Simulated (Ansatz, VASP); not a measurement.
Cd2S in VASP and in Ansatz

INCAR

```
ALGO     = Normal         # electronic algorithm
EDIFF    = 1E-6           # SCF threshold, eV
ENCUT    = 520            # plane-wave cutoff, eV
GGA      = PE             # functional
ISIF     = 2              # what is computed and relaxed
ISMEAR   = -1             # smearing method
LASPH    = True           # aspherical terms in the spheres
LCHARG   = True           # write CHGCAR
LELF     = True           # ELF
LREAL    = False          # projectors in reciprocal space
LVHAR    = True         
LWAVE    = False          # write WAVECAR
NBANDS   = 22             # bands
NELM     = 80             # most SCF steps
PREC     = Accurate       # precision mode
SIGMA    = 0.05           # smearing width, eV
```

The input KPOINTS:

```
k-points
0
Gamma
  8 8 5
```

Contents of POSCAR:

```
Cd2S
1.0
    3.9889136618      0.0000000000      0.0000000000
   -1.9944568309      3.4545005647      0.0000000000
    0.0000000000      0.0000000000      5.8476645914
Cd S
2 1
Direct
    0.3333333333      0.6666666667      0.9327170000
    0.6666666667      0.3333333333      0.5787350000
    0.3333333333      0.6666666667      0.3657050000
```

input.yaml

```yaml
crystal:
  lattice:
    - [3.9889136618, 0.0, 0.0]
    - [-1.9944568309, 3.4545005647, 0.0]
    - [0.0, 0.0, 5.8476645914]
  atoms:
    - { symbol: Cd, position: [0.3333333333, 0.6666666667, 0.932717] }
    - { symbol: Cd, position: [0.6666666667, 0.3333333333, 0.578735] }
    - { symbol: S, position: [0.3333333333, 0.6666666667, 0.365705] }
hamiltonian:
  xc: pbe
  pseudopotentials: { kind: paw }
kpoints:
  mp_grid: { grid: [8, 8, 5] }
scf:
  occupations: { method: fermi_dirac, width: 0.05 }
output:
  forces: true
  stress: true
  eigenvalues: true
  write_density: true
  write_potential: true
  elf: true
  volumetric_format: npy
```

The cell comes from a database or a generator and needn't be the stable form of this composition.

Alike in both runs: task single point; functional PBE; k mesh 8 × 8 × 5; occupations fermi-dirac, width 0.05 eV; no spin polarisation.

|  | VASP | Ansatz |
| --- | --- | --- |
| version | VASP 6.6.1 | Ansatz 0.2.0 |
| potentials or method | VASP PAW PBE potentials, release 64 (Cd, S) | Ansatz PAW |
| plane-wave cutoff (eV) | 520 | 420 |
| valence electrons in the cell | 30 | 46 |

```tsv
	VASP	Ansatz	Ansatz less VASP
gap on the k mesh at the Fermi level (eV)	0.25	0.25	+0.001
least direct gap on the mesh (eV)	0.56	0.57	+0.001
pressure (GPa)	-0.7	-0.9	-0.24
largest component of the traceless stress (GPa)	0.21	0.27	+0.065
rms of the force components (eV/Å)	0.051	0.059	+0.0083
```

Atom by atom the forces differ by 0.009 eV/Å (rms over components). The two sets of potentials don't hold the same shells in valence.

Caveats: an odd mesh through Γ misses points on the zone boundary, where band edges often lie (VASP); odd divisions of the mesh miss points on the zone boundary, where band edges often lie, so the gap on the mesh can be too wide (Ansatz).
